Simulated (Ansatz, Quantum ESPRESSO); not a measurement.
## RuAl [001], B2: uniaxial strain and lateral response

The c axis is held at a set length while the cell relaxes sideways. How do the lateral strain and the stress follow? The strained cell has c along the load; unstrained it is a = 2.9755 Å, b = 2.9755 Å, c = 2.9755 Å, α = 90.00°, β = 90.00°, γ = 90.00°, with 2 atoms.

Calculated with Quantum ESPRESSO 7.5, PBEsol, GBRV 1.5 ultrasoft potentials, cutoff 680 eV, Fermi–Dirac smearing 0.05 eV, k-mesh 15×15×15, no spin polarisation, no spin-orbit coupling.

Relaxed positions at 0 %:

```
atom       x       y       z
  Ru  0.5000  0.5000  0.5000
  Al  0.0000  0.0000  0.0000
```

| ε_c (%) | a (Å) | c (Å) | ε_a (%) | σ (GPa, tension positive) |
| --- | --- | --- | --- | --- |
| −3 | 3.0047 | 2.8862 | 0.983 | −7.93 |
| −2 | 2.9948 | 2.9160 | 0.649 | −5.10 |
| −1 | 2.9851 | 2.9457 | 0.322 | −2.46 |
| 0 | 2.9755 | 2.9755 | 0.000 | 0.01 |
| 2 | 2.9570 | 3.0350 | −0.620 | 4.56 |
| 3 | 2.9482 | 3.0648 | −0.917 | 6.67 |

**Question.** Fit both responses and give the free strain and the stress at +1 %, a row left out above.

Least squares with y = y0 + y1 ε + y2 ε² (ε in %) gives ε_a = 0.000 + (−0.3169) ε + (0.0036) ε² and σ = 0.02 + (2.427) ε + (−0.073) ε² GPa. The linear terms put the ratio of free to applied strain at −0.317 and the Young modulus at 243 GPa.

At +1 % the free strain comes out as −0.313 %. The run itself gives −0.316 %, so the estimate misses by 0.003 %, more than the largest misfit of the fitted rows (0.001 %).

The stress comes out as 2.38 GPa. The run itself gives 2.33 GPa, so the estimate misses by 0.05 GPa, more than the largest misfit of the fitted rows (0.03 GPa).

Along a cube axis ν = C12/(C11 + C12) and Y = (C11 − C12)(C11 + 2C12)/(C11 + C12), so C11 = Y(1 − ν)/[(1 + ν)(1 − 2ν)] = 344 GPa and C12 = 159 GPa.

The negative ε² term means that the crystal stiffens in compression and softens in tension.

The same fit over all rows at other levels or in other programs gives the strain ratio = −0.316 with PBEsol (Ansatz).

[Logs are printed without paths, hosts, clocks, repeated set-up lines and the standing remarks that a program may print on its own settings, such as how far it seeks lower states.]
